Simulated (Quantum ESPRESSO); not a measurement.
The system is RbCl.

```
CELL_PARAMETERS angstrom
0.00000 3.27400 3.27400
3.27400 0.00000 3.27400
3.27400 3.27400 0.00000
ATOMIC_POSITIONS crystal
Rb 0.00000 0.00000 0.00000
Cl 0.50000 0.50000 0.50000
```

Base run:

- Program: Quantum ESPRESSO 7.5
- Functional: WC
- Potentials or basis: PseudoDojo 0.4.1 SR PBE standard
- Cutoff: 789 eV
- Density cutoff: 3157 eV
- k mesh: 6 × 6 × 6, shifted
- Occupations: fermi-dirac, width 0.05 eV
- Spin: no spin polarisation

Its results: pressure 0.1 GPa; electronic dielectric tensor (diagonal) 2.38.

Question: The run is repeated on the same cell with these changes: functional from WC to PBE. What comes out?

Answer: Pressure 1.1 GPa; electronic dielectric tensor (diagonal) 2.35.

PBE binds less tightly than WC, so the same cell stands under more pressure.

Caveats: the potentials were made for another functional, which shifts forces and pressure (some runs).
